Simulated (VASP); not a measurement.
# GaSb (F-43m) in VASP: further runs

The runs below take GaSb through relaxation of cell and atoms, with PBE.

Program: VASP 6.6.1. These are calculated values, not measurements. Logs are shortened: lines on timing, memory, paths and dates and some standing lists are left out, and cuts for length are marked.

### 1 Starting point

Symmetry: F-43m, No. 216, cubic system. Conventional cell: a = 6.118 Å, b = 6.118 Å, c = 6.118 Å, α = 90.00°, β = 90.00°, γ = 90.00°. Ga (site symmetry -43m) is surrounded by 4 Sb at 2.65 Å. Sb (site symmetry -43m) is surrounded by 4 Ga at 2.65 Å.

### 2 Relaxation of cell and atoms, PBE

INCAR

```
SYSTEM = GaSb
  PREC = Accurate
  ENCUT = 520
  EDIFF = 1E-7
  ISMEAR = 0
  SIGMA = 0.02
  LREAL = .False.
  LASPH = .True.
  NELM = 60
  ALGO = Normal
  ISIF = 3
  LWAVE = .False.
  LCHARG = .False.
  GGA = PE
  IBRION = 2
  NSW = 80
  EDIFFG = -0.002
```

KPOINTS

```
regular mesh
0
Gamma
  4 4 4
  0 0 0
```

POSCAR

```
GaSb
1.0
    0.0000000000      3.0590000000      3.0590000000
    3.0590000000      0.0000000000      3.0590000000
    3.0590000000      3.0590000000      0.0000000000
Ga Sb
1 1
Direct
    0.0000000000      0.0000000000      0.0000000000
    0.2500000000      0.2500000000      0.2500000000
```

Potentials or basis: VASP PAW PBE potentials, release 64 (Ga_d, Sb).

Command:

```bash
$ cat potpaw_PBE.64/Ga_d/POTCAR potpaw_PBE.64/Sb/POTCAR > POTCAR
$ mpirun -np 1 vasp_std > vasp.out
```

OUTCAR:

```text
SYSTEM = GaSb
   PREC = Accurate
   ENCUT = 520
   EDIFF = 1E-7
   ISMEAR = 0
   LREAL = .False.
   LASPH = .True.
   NELM = 60
   ISIF = 3
   GGA = PE
   IBRION = 2
   NSW = 80
   EDIFFG = -0.002

 ion  position               nearest neighbor table
   1  0.000  0.000  0.000-   2 2.65   2 2.65   2 2.65   2 2.65
   2  0.250  0.250  0.250-   1 2.65   1 2.65   1 2.65   1 2.65

  LATTYP: Found a face centered cubic cell.
 ALAT       =     6.1180000000

  Lattice vectors:

 A1 = (   0.0000000000,   3.0590000000,   3.0590000000)
 A2 = (   3.0590000000,   0.0000000000,   3.0590000000)
 A3 = (   3.0590000000,   3.0590000000,   0.0000000000)

Analysis of symmetry for initial positions (statically):
=====================================================================
 Subroutine PRICEL returns:
 Original cell was already a primitive cell.

 Routine SETGRP: Setting up the symmetry group for a
 face centered cubic supercell.

 Subroutine GETGRP returns: Found 24 space group operations
 (whereof 24 operations were pure point group operations)
 out of a pool of 48 trial point group operations.

The static configuration has the point symmetry T_d .

Analysis of symmetry for dynamics (positions and initial velocities):
=====================================================================
 Subroutine PRICEL returns:
 Original cell was already a primitive cell.

 Routine SETGRP: Setting up the symmetry group for a
 face centered cubic supercell.

 Subroutine GETGRP returns: Found 24 space group operations
 (whereof 24 operations were pure point group operations)
 out of a pool of 48 trial point group operations.

The dynamic configuration has the point symmetry T_d .

 Subroutine INISYM returns: Found 24 space group operations
 (whereof 24 operations are pure point group operations),
 and found     1 'primitive' translations

----------------------------------------------------------------------------------------

                                     Primitive cell

  volume of cell :      57.2491

  direct lattice vectors                    reciprocal lattice vectors
     0.000000000  3.059000000  3.059000000    -0.163452109  0.163452109  0.163452109
     3.059000000  0.000000000  3.059000000     0.163452109 -0.163452109  0.163452109
     3.059000000  3.059000000  0.000000000     0.163452109  0.163452109 -0.163452109

  length of vectors
     4.326079287  4.326079287  4.326079287     0.283107357  0.283107357  0.283107357

  position of ions in fractional coordinates (direct lattice)
     0.000000000  0.000000000  0.000000000
     0.250000000  0.250000000  0.250000000

  ion indices of the primitive-cell ions
   primitive index   ion index
                 1           1
                 2           2

----------------------------------------------------------------------------------------

 KPOINTS: regular mesh

Automatic generation of k-mesh.
 Grid dimensions read from file:
 generate k-points for:    4    4    4

 Generating k-lattice:

  Cartesian coordinates                     Fractional coordinates (reciprocal lattice)
    -0.040863027  0.040863027  0.040863027     0.250000000  0.000000000  0.000000000
     0.040863027 -0.040863027  0.040863027     0.000000000  0.250000000  0.000000000
     0.040863027  0.040863027 -0.040863027     0.000000000  0.000000000  0.250000000

  Length of vectors
     0.070776839  0.070776839  0.070776839

  Shift w.r.t. Gamma in fractional coordinates (k-lattice)
     0.000000000  0.000000000  0.000000000

 Subroutine IBZKPT returns following result:
 ===========================================

 Found      8 irreducible k-points:

 Following reciprocal coordinates:
            Coordinates               Weight
  0.000000  0.000000  0.000000      1.000000
  0.250000  0.000000  0.000000      8.000000
  0.500000  0.000000  0.000000      4.000000
  0.250000  0.250000  0.000000      6.000000
  0.500000  0.250000  0.000000     24.000000
 -0.250000  0.250000  0.000000     12.000000
  0.500000  0.500000  0.000000      3.000000
 -0.250000  0.500000  0.250000      6.000000
   k-points           NKPTS =      8   k-points in BZ     NKDIM =      8   number of bands    NBANDS=     13
   number of dos      NEDOS =    301   number of ions     NIONS =      2
   total plane-waves  NPLWV =  32768
   dimension x,y,z NGX =    32 NGY =   32 NGZ =   32
   dimension x,y,z NGXF=    64 NGYF=   64 NGZF=   64
   ions per type =               1   1
   NGX,Y,Z   is equivalent  to a cutoff of  12.30, 12.30, 12.30 a.u.
   NGXF,Y,Z  is equivalent  to a cutoff of  24.59, 24.59, 24.59 a.u.
 SYSTEM =  GaSb
   PREC   = accura    normal or accurate (medium, high low for compatibility)
   ISTART =      0    job   : 0-new  1-cont  2-samecut
   ICHARG =      2    charge: 1-file 2-atom 10-const
   ISPIN  =      1    spin polarized calculation?
   LNONCOLLINEAR =      F non collinear calculations
   LSORBIT =      F    spin-orbit coupling
   LASPH  =      T    aspherical Exc in radial PAW
   ENCUT  =  520.0 eV  38.22 Ry    6.18 a.u.   8.04  8.04  8.04*2*pi/ulx,y,z
   NELM   =     60;   NELMIN=  2; NELMDL= -5     # of ELM steps
   EDIFF  = 0.1E-06   stopping-criterion for ELM
   LREAL  =      F    real-space projection
   EDIFFG = -.2E-02   stopping-criterion for IOM
   NSW    =     80    number of steps for IOM
   IBRION =      2    ionic relax: 0-MD 1-quasi-New 2-CG
   NFREE  =      1    steps in history (QN), initial steepest desc. (CG)
   ISIF   =      3    stress and relaxation
   ISYM   =      2    0-nonsym 1-usesym 2-fastsym
   POTIM  = 0.5000    time-step for ionic-motion
   TEBEG  =    0.0;   TEEND  =   0.0 temperature during run
   PSTRESS=    0.0 pullay stress
   NELECT =      18.0000    total number of electrons
   NUPDOWN=      -1.0000    fix difference up-down
   EMIN   =  10.00;   EMAX   =-10.00  energy-range for DOS
   EFERMI =   0.00;   METHOD = LEGACY
   ISMEAR =     0;   SIGMA  =   0.02  broadening in eV -4-tet -1-fermi 0-gaus
   EFERMI_NEDOS =   21; number of points for ismear=-14 and -15
   IALGO  =     38    algorithm
   IMIX   =      4    mixing-type and parameters
     AMIX     =   0.40;   BMIX     =  1.00
     AMIX_MAG =   1.60;   BMIX_MAG =  1.00
  volume/ion in A,a.u.               =      28.62       193.17
  Fermi-wavevector in a.u.,A,eV,Ry     =   1.113208  2.103657 16.860766  1.239231
  Thomas-Fermi vector in A             =   2.249790
   LORBIT       =      0    0 simple, 1 ext, 2 COOP (PROOUT), +10 PAW based schemes
   GGA     = PE    functional components
   LHFCALC =     F    Hartree Fock is set to
   AEXX    =    0.0000 exact exchange contribution
   IVDW    =     0    specifies the selected vdW correction
   LEPSILON=     F    determine dielectric tensor
   LRPA    =     F    only Hartree local field effects (RPA)
 conjugate gradient relaxation of ions
 non-spin polarized calculation
 Gauss-broadening in eV      SIGMA  =   0.02
  energy-cutoff  :      520.00
  volume of cell :       57.25
 maximum number of plane-waves:      1572
   NGX = 17   NGY = 17   NGZ = 17

--------------------------------------- Ionic step        1  -------------------------------------------

 number of electron      17.9999986 magnetization

 Free energy of the ion-electron system (eV)
  ---------------------------------------------------
  ext. energy  EPLUGINS =         0.00000000
  ---------------------------------------------------
  free energy    TOTEN  =        -7.15518098 eV

  energy without entropy =       -7.15484647  energy(sigma->0) =       -7.15501372

 E-fermi :   4.9303     XC(G=0):  -9.0593

 val. band max:        4.9104197945   @ k =   0.0000   0.0000   0.0000
 cond. band min:       4.9402765765   @ k =   0.0000   0.0000   0.0000
 fundamental gap:      0.0298567820
 Fermi energy:         4.9302891381

 k-point     1 :       0.0000    0.0000    0.0000
  band No.  band energies     occupation
      1     -10.1631      2.00000
      2     -10.1631      2.00000
      3     -10.1631      2.00000
      4     -10.1144      2.00000
      5     -10.1144      2.00000
      6      -6.5670      2.00000
      7       4.9104      1.84000
      8       4.9104      1.83997
      9       4.9104      1.83997
     10       4.9403      0.48005
     11       7.6627      0.00000
     12       7.6627      0.00000
     13       7.6627      0.00000
[... 211 lines left out ...]
  FREE ENERGIE OF THE ION-ELECTRON SYSTEM (eV)
  ---------------------------------------------------
  free  energy   TOTEN  =        -7.1894099007 eV

  energy  without entropy=       -7.1889278310  energy(sigma->0) =       -7.18916887

[... ionic steps 4 to 15 ...]

--------------------------------------- Ionic step       16  -------------------------------------------

 number of electron      18.0000017 magnetization

------------------------ aborting loop because EDIFF is reached ----------------------------------------

  FORCE on cell =-STRESS in cart. coord.  units (eV):
  Direction    XX          YY          ZZ          XY          YZ          ZX
  --------------------------------------------------------------------------------------
  -------------------------------------------------------------------------------------
  Total        0.0072792      0.0072792      0.0072792     -0.0000000      0.0000000      0.0000000
  in kB        0.1913861      0.1913861      0.1913861     -0.0000000      0.0000000      0.0000000
  external PRESSURE =       0.1913861 kB  Pullay stress =       0.0000000 kB
[... 57 lines left out ...]
  energy  without entropy=       -7.1889411662  energy(sigma->0) =       -7.18918220

--------------------------------------- Ionic step       18  -------------------------------------------

 number of electron      18.0000017 magnetization

 Free energy of the ion-electron system (eV)
  ---------------------------------------------------
  ext. energy  EPLUGINS =         0.00000000
  ---------------------------------------------------
  free energy    TOTEN  =        -7.18942354 eV

  energy without entropy =       -7.18894147  energy(sigma->0) =       -7.18918251

 E-fermi :   4.2984     XC(G=0):  -8.7879

 val. band max:        4.2922742628   @ k =   0.0000   0.0000   0.0000
 cond. band min:       4.5635796365   @ k =   0.5000   0.0000   0.0000
 fundamental gap:      0.2713053737
 Fermi energy:         4.2983654342

 k-point     1 :       0.0000    0.0000    0.0000
  band No.  band energies     occupation
      1     -10.6524      2.00000
      2     -10.6524      2.00000
      3     -10.6524      2.00000
      4     -10.6124      2.00000
      5     -10.6124      2.00000
      6      -6.7667      2.00000
      7       3.8913      2.00000
      8       4.2923      1.33336
      9       4.2923      1.33332
     10       4.2923      1.33332
     11       7.0613      0.00000
     12       7.0613      0.00000
     13       7.0613      0.00000
[... 139 lines left out ...]
  FREE ENERGIE OF THE ION-ELECTRON SYSTEM (eV)
  ---------------------------------------------------
  free  energy   TOTEN  =        -7.1894235416 eV

  energy  without entropy=       -7.1889414718  energy(sigma->0) =       -7.18918251

 reached required accuracy - stopping structural energy minimisation
```

It took 50 s on 1 thread of Intel Xeon Platinum 8259CL at 2.50GHz (Skylake/Cascade Lake), shared host; peak memory 0.18 GiB.

Results:

* Free energy: -7.1894 eV
* Relaxed volume: 30.47 Å³/atom
* Relaxed cell: a = 4.417 Å, b = 4.417 Å, c = 4.417 Å, α = 60.00°, β = 60.00°, γ = 60.00°
* Space group after relaxing (to 0.05 Å): F-43m (No. 216)
* Energy gained by relaxing: 17.1 meV/atom
* Ionic steps: 18
* Pressure after relaxing: 0.0 GPa
* Band gap on the k mesh: none (metal or under the smearing width)

Step by step:
| step | energy change (eV) | largest force (eV/Å) | pressure (GPa) | volume (Å³) |
| --- | --- | --- | --- | --- |
| 1 | 0.0000 | 0.0000 | 2.73 | 57.25 |
| 2 | -0.0338 | 0.0000 | -0.30 | 61.39 |
| 3 | -0.0342 | 0.0000 | -0.07 | 61.03 |
| 4 | -0.0342 | 0.0000 | 0.01 | 60.93 |
| 5 | -0.0342 | 0.0000 | 0.02 | 60.93 |
| 6 | -0.0342 | 0.0000 | 0.02 | 60.93 |
| 7 | -0.0342 | 0.0000 | 0.02 | 60.93 |
| 8 | -0.0342 | 0.0000 | 0.02 | 60.93 |
| 9 | -0.0342 | 0.0000 | 0.02 | 60.93 |
| 10 | -0.0342 | 0.0000 | 0.02 | 60.93 |
| 11 | -0.0342 | 0.0000 | 0.02 | 60.93 |
| 12 | -0.0342 | 0.0000 | 0.02 | 60.93 |
| 13 | -0.0342 | 0.0000 | 0.02 | 60.93 |
| 14 | -0.0342 | 0.0000 | 0.02 | 60.94 |
| 15 | -0.0342 | 0.0000 | 0.02 | 60.94 |
| 16 | -0.0342 | 0.0000 | 0.02 | 60.94 |
| 17 | -0.0342 | 0.0000 | 0.01 | 60.94 |
| 18 | -0.0342 | 0.0000 | 0.00 | 60.95 |

Final structure:
```yaml
crystal:
  lattice:
    - [0.00000, 3.12347, 3.12347]
    - [3.12347, 0.00000, 3.12347]
    - [3.12347, 3.12347, 0.00000]
  atoms:
    - { symbol: Ga, position: [0.00000, 0.00000, 0.00000] }
    - { symbol: Sb, position: [0.25000, 0.25000, 0.25000] }
```

Levels at points of the mesh, in eV from the Fermi level:
| k point | band 7 | band 8 | band 9 | band 10 | band 11 | band 12 |
| --- | --- | --- | --- | --- | --- | --- |
| (0.00, 0.00, 0.00) | -0.41 | -0.01 | -0.01 | -0.01 | 2.76 | 2.76 |
| (0.50, 0.00, 0.00) | -6.09 | -1.07 | -1.07 | 0.27 | 3.72 | 3.72 |
| (0.50, 0.50, 0.00) | -6.56 | -2.38 | -2.38 | 0.95 | 1.35 | 8.26 |

Caveat: the k mesh is coarse (spacing up to 0.44 Å⁻¹), so the values aren't converged; this crystal is a semiconductor, whose small gap the functional closes, so the metal is an error of the method. The run has no spin-orbit coupling, so splittings on Sb are missing.

[end of part 1 of 2]
